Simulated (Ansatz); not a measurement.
TiS2 in the CdI2 structure, relaxed with r2SCAN+rVV10, was run in the PAW code Ansatz under altered settings. All numbers are computed, without spin polarisation but where a row says otherwise.

```yaml
crystal:
  lattice:
    - [3.41060, 0.00000, 0.00000]
    - [-1.70530, 2.95367, 0.00000]
    - [0.00000, 0.00000, 5.73872]
  atoms:
    - { symbol: Ti, position: [0.00000, 0.00000, 0.00000] }
    - { symbol: S, position: [0.33333, 0.66667, 0.24491] }
    - { symbol: S, position: [0.66667, 0.33333, 0.75509] }
```

The base run's other keys:
```yaml
kpoints:
  mp_grid: { grid: [6, 6, 2] }
hamiltonian:
  xc: hse06
scf:
  occupations: { method: fermi_dirac, width: 0.02 }
  n_extra_bands: 4
```

It takes 35 iterations with 1123 plane waves at 420 eV and 14 k points, and leaves a mean stress of +0.10 GPa. The gap over this mesh is 0.610 eV. It ran on 4 threads of Intel(R) Xeon(R) 6975P-C (Granite Rapids), on a shared host.

Outcomes, with energy and stress as changes against the base:

| setting | outcome | ΔF (meV/atom) | Δ mean stress (GPa) | gap on the mesh (eV) | iterations | wall time |
| --- | --- | --- | --- | --- | --- | --- |
| PBE hybrid, exx coeff 0.75, unscreened | converged | – | -3.1 | 4.697 | 45 | 13 s |
| PBE hybrid, exx coeff 0.2, omega 0.3 1/Å | converged | – | +0.5 | 0.329 | 27 | 8.6 s |
| PBE hybrid, exx coeff 0.5, unscreened | converged | – | -1.7 | 2.890 | 39 | 12 s |
| PBE hybrid, exx coeff 0.05, omega 0.1 1/Å | converged | – | +1.3 | 0.057 | 19 | 7.8 s |
| basis.ecutwfc: 80 | converged, warned | +53357 | -6.5 | 0.948 | 24 | 1.8 s |
| scf.mixing.ndim: 2 | converged | 0.0 | 0.0 | 0.610 | 55 | 12 s |

A dash marks a value that wasn't obtained or can't be compared. Stress is positive in compression. The base took 11 s. The base's mesh is coarse for a hybrid, so its own values aren't converged.

- PBE hybrid, exx coeff 0.75, unscreened. That is 75 % exact exchange, at all ranges, against HSE06's 25 % screened at 0.208 1/Å. The mean stress moves by -3.1 GPa and the gap on the mesh by +4.087 eV (to 4.697). Totals of different functionals aren't comparable.
- PBE hybrid, exx coeff 0.5, unscreened. That is 50 % exact exchange, at all ranges, against HSE06's 25 % screened at 0.208 1/Å. The mean stress moves by -1.7 GPa and the gap on the mesh by +2.280 eV (to 2.890). Totals of different functionals aren't comparable.
- PBE hybrid, exx coeff 0.05, omega 0.1 1/Å. That is 5 % exact exchange, screened with ω = 0.1 1/Å, against HSE06's 25 % screened at 0.208 1/Å. The mean stress moves by +1.3 GPa and the gap on the mesh by -0.554 eV (to 0.057). Totals of different functionals aren't comparable. The program warns that on this mesh the truncation of the exchange isn't bounded, so part of the change can be an error of the mesh.
- basis.ecutwfc: 80. 99 plane waves in place of 1123. The free energy moves by +53357 meV an atom, the mean stress by -6.5 GPa (single components by up to 17.2) and the gap on the mesh by +0.338 eV (to 0.948). The basis is too small: these are errors of the cutoff. Warned: cutoff below recommended.

Within 1 meV an atom, 0.1 GPa and 0.005 eV of the base stay: scf.mixing.ndim: 2.

The stress of a hybrid is loosely converged in these runs.

The meshes of the hybrids are coarse, so their gaps aren't converged to the digits shown.
